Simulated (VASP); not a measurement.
**Input and output of a VASP PBE single-point calculation on CaO (strained rocksalt)**

INCAR

```
NBANDS = 15
LCHARG = .FALSE.
IBRION = -1
NSW = 0
ISMEAR = -1
PREC = Accurate
LWAVE = .FALSE.
LREAL = .FALSE.
SIGMA = 0.02
ISIF = 2
LASPH = .TRUE.
GGA = PE
NELM = 120
ENCUT = 520
EDIFF = 1E-7
```

KPOINTS

```
KPOINTS created by Atomic Simulation Environment
0
Gamma
10 10 10
0 0 0
```

KPOINTS_OPT

```
special points
7
Reciprocal
0.0000000000 0.0000000000 0.0000000000 1
0.5000000000 0.0000000000 0.5000000000 1
0.6250000000 0.2500000000 0.6250000000 1
0.3750000000 0.3750000000 0.7500000000 1
0.5000000000 0.5000000000 0.5000000000 1
0.5000000000 0.2500000000 0.7500000000 1
0.0000000000 0.5000000000 0.5000000000 1
```

POSCAR

```
Ca O
 1.0000000000000000
     0.0000000000000000    2.3016481089999998    2.3016481089999998
     2.3016481089999998    0.0000000000000000    2.3016481089999998
     2.3016481089999998    2.3016481089999998    0.0000000000000000
 Ca  O
   1   1
Cartesian
  0.0000000000000000  0.0000000000000000  0.0000000000000000
  2.3016481089999998  2.3016481089999998  2.3016481089999998
```

VASP ran with the recommended PBE PAW datasets (16 valence electrons in the cell).

Command

```
mpirun -np 1 vasp_std
```

From OUTCAR

```
k-points           NKPTS =     47   k-points in BZ     NKDIM =     47   number of bands    NBANDS=     15

   NELECT =      16.0000    total number of electrons

   dimension x,y,z NGX =    24 NGY =   24 NGZ =   24
   dimension x,y,z NGXF=    48 NGYF=   48 NGZF=   48

  energy-cutoff  :      520.00
  volume of cell :       24.39
      direct lattice vectors                 reciprocal lattice vectors
     0.000000000  2.301648109  2.301648109    -0.217235640  0.217235640  0.217235640
     2.301648109  0.000000000  2.301648109     0.217235640 -0.217235640  0.217235640
     2.301648109  2.301648109  0.000000000     0.217235640  0.217235640 -0.217235640

 k-points in reciprocal lattice and weights: KPOINTS created by Atomic Simulation Env
   0.00000000  0.00000000  0.00000000       0.001
   0.10000000  0.00000000  0.00000000       0.008
   0.20000000  0.00000000  0.00000000       0.008
   0.30000000  0.00000000  0.00000000       0.008
   0.40000000  0.00000000  0.00000000       0.008
   0.50000000  0.00000000  0.00000000       0.004
   0.10000000  0.10000000  0.00000000       0.006
   0.20000000  0.10000000  0.00000000       0.024
   ...

 E-fermi :   3.5349

 k-point     1 :       0.0000    0.0000    0.0000
  band No.  band energies     occupation
      1     -34.0046      2.00000
      2     -14.6439      2.00000
      3     -14.6439      2.00000
      4     -14.6439      2.00000
      5     -12.6444      2.00000
      6       3.1434      2.00000
      7       3.1434      2.00000
      8       3.1434      2.00000
      9       8.9916      0.00000
     10       9.6599      0.00000
     11       9.6599      0.00000
     12       9.6599      0.00000
     13      11.4038      0.00000
     14      11.4038      0.00000
     15      19.0262      0.00000

 k-point     2 :       0.1000    0.0000    0.0000
  band No.  band energies     occupation
      1     -33.9875      2.00000
      2     -14.9275      2.00000
      3     -14.6510      2.00000
      4     -14.6510      2.00000
      5     -12.3606      2.00000
      6       2.7565      2.00000
      7       2.9665      2.00000
      8       2.9665      2.00000
      9       9.4531      0.00000
     10       9.6439      0.00000
     11       9.8610      0.00000
     12       9.8610      0.00000
     13      11.7033      0.00000
     14      11.7033      0.00000
     15      19.5240      0.00000

 k-point     3 :       0.2000    0.0000    0.0000
  band No.  band energies     occupation
      1     -33.9423      2.00000
      2     -15.4757      2.00000
      3     -14.6694      2.00000
      4     -14.6694      2.00000
      5     -11.8103      2.00000
      6       1.9046      2.00000
      7       2.5479      2.00000
      8       2.5479      2.00000
      9       9.6560      0.00000
     10      10.4174      0.00000
     11      10.4174      0.00000
     12      10.5947      0.00000
     13      12.4722      0.00000
     14      12.4722      0.00000
     15      20.3877      0.00000

 k-point     4 :       0.3000    0.0000    0.0000
  band No.  band energies     occupation
      1     -33.8857      2.00000
      2     -15.9873      2.00000
      3     -14.6919      2.00000
      4     -14.6919      2.00000
      5     -11.2928      2.00000
      6       1.0313      2.00000
      7       2.0966      2.00000
      8       2.0966      2.00000
      9       9.9671      0.00000
     10      11.1884      0.00000
     11      11.1884      0.00000
     12      11.7814      0.00000
     13      13.4357      0.00000
     14      13.4357      0.00000
     15      20.2186      0.00000

 k-point     5 :       0.4000    0.0000    0.0000
  band No.  band energies     occupation
      1     -33.8393      2.00000
      2     -16.3347      2.00000
      3     -14.7098      2.00000
      4     -14.7098      2.00000
      5     -10.9372      2.00000
      6       0.4080      2.00000
      7       1.7705      2.00000
      8       1.7705      2.00000
      9      10.4917      0.00000
     10      11.9064      0.00000
     11      11.9064      0.00000
     12      12.5291      0.00000
     13      14.3003      0.00000
     14      14.3003      0.00000
     15      19.4838      0.00000

 k-point     6 :       0.5000    0.0000    0.0000
  band No.  band energies     occupation
      1     -33.8215      2.00000
      2     -16.4570      2.00000
      3     -14.7166      2.00000
      4     -14.7166      2.00000
      5     -10.8108      2.00000
      6       0.1835      2.00000
      7       1.6533      2.00000
      8       1.6533      2.00000
      9      10.8070      0.00000
     10      12.2090      0.00000
     11      12.2090      0.00000
     12      12.6886      0.00000
     13      14.6853      0.00000
     14      14.6853      0.00000
     15      19.2074      0.00000

 k-point     7 :       0.1000    0.1000    0.0000
  band No.  band energies     occupation
      1     -33.9819      2.00000
      2     -14.9503      2.00000
      3     -14.6775      2.00000
      4     -14.6775      2.00000
      5     -12.2997      2.00000
      6       2.4552      2.00000
      7       3.0530      2.00000
      8       3.0530      2.00000
      9       9.2465      0.00000
     10       9.5143      0.00000
     11      10.1069      0.00000
     12      10.1069      0.00000
     13      11.5194      0.00000
     14      12.0954      0.00000
     15      19.6998      0.00000

 k-point     8 :       0.2000    0.1000    0.0000
  band No.  band energies     occupation
      1     -33.9462      2.00000
      2     -15.3417      2.00000
      3     -14.7117      2.00000
      4     -14.6916      2.00000
      5     -11.9161      2.00000
      6       1.8383      2.00000
      7       2.7474      2.00000
      8       2.8280      2.00000
      9       9.0456      0.00000
     10      10.2439      0.00000
     11      10.5936      0.00000
     12      10.6750      0.00000
     13      11.9152      0.00000
     14      12.9019      0.00000
     15      20.5040      0.00000

 k-point     9 :       0.3000    0.1000    0.0000
  band No.  band energies     occupation
      1     -33.8936      2.00000
      2     -15.8130      2.00000
      3     -14.7403      2.00000
      4     -14.7121      2.00000
      5     -11.4719      2.00000
      6       1.2044      2.00000
      7       2.2289      2.00000
      8       2.4233      2.00000
      9       9.2449      0.00000
     10      11.1367      0.00000
     11      11.4173      0.00000
     12      11.4198      0.00000
     13      12.7379      0.00000
     14      13.7972      0.00000
     15      20.6125      0.00000

 k-point    10 :       0.4000    0.1000    0.0000
  band No.  band energies     occupation
      1     -33.8439      2.00000
      2     -16.1826      2.00000
      3     -14.7525      2.00000
      4     -14.7476      2.00000
      5     -11.1215      2.00000
      6       0.6782      2.00000
      7       1.8327      2.00000
      8       2.0226      2.00000
      9       9.8240      0.00000
     10      11.5449      0.00000
     11      12.0775      0.00000
     12      12.5689      0.00000
     13      13.7225      0.00000
     14      14.5385      0.00000
     15      19.7138      0.00000

 k-point    11 :       0.5000    0.1000    0.0000
  band No.  band energies     occupation
      1     -33.8165      2.00000
      2     -16.3667      2.00000
      3     -14.7842      2.00000
      4     -14.7439      2.00000
      5     -10.9398      2.00000
      6       0.3857      2.00000
      7       1.6984      2.00000
      8       1.7576      2.00000
      9      10.5633      0.00000
     10      11.4828      0.00000
     11      12.3140      0.00000
     12      13.2425      0.00000
     13      14.4937      0.00000
     14      14.9494      0.00000
     15      19.1225      0.00000

 k-point    12 :      -0.4000    0.1000    0.0000
  band No.  band energies     occupation
      1     -33.8224      2.00000
      2     -16.3322      2.00000
      3     -14.8067      2.00000
      4     -14.7178      2.00000
      5     -10.9612      2.00000
      6       0.4231      2.00000
      7       1.6965      2.00000
      8       1.8293      2.00000
      9      10.5631      0.00000
     10      11.5344      0.00000
     11      11.9719      0.00000
     12      13.0895      0.00000
     13      14.6251      0.00000
     14      14.7134      0.00000
     15      19.2413      0.00000

 k-point    13 :      -0.3000    0.1000    0.0000
  band No.  band energies     occupation
      1     -33.8592      2.00000
      2     -16.0875      2.00000
      3     -14.8037      2.00000
      4     -14.6839      2.00000
      5     -11.1860      2.00000
      6       0.8014      2.00000
      7       1.8543      2.00000
      8       2.1717      2.00000
      9       9.9444      0.00000
     10      11.2506      0.00000
     11      11.5716      0.00000
     12      12.2703      0.00000
     13      13.8130      0.00000
     14      14.1264      0.00000
     15      20.0045      0.00000

 ...

  Total        3.3428806      3.3428806      3.3428806     -0.0000000     -0.0000000     -0.0000000
  in kB      219.6264647    219.6264647    219.6264647     -0.0000000     -0.0000000     -0.0000000
  external PRESSURE =     219.6264647 kB  Pullay stress =       0.0000000 kB

 POSITION                                       TOTAL-FORCE (eV/Angst)
 -----------------------------------------------------------------------------------
      0.00000      0.00000      0.00000         0.000000      0.000000      0.000000
      2.30165      2.30165      2.30165         0.000000      0.000000      0.000000
 -----------------------------------------------------------------------------------
    total drift:                                0.000000     -0.000000     -0.000000

  FREE ENERGIE OF THE ION-ELECTRON SYSTEM (eV)
  ---------------------------------------------------
  free  energy   TOTEN  =       -12.5647931393 eV

  energy  without entropy=      -12.5647931393  energy(sigma->0) =      -12.56479314
```

The gap between bands v and c is 3.55 eV and the least direct gap is 3.88 eV. The pressure is 22.0 GPa.

Band v is the last that the valence electrons fill when counted band by band, and c is the next.

The run took about 9.5 s on one core of a shared host (Intel Xeon Platinum 8488C) and held 0.16 GiB at most.
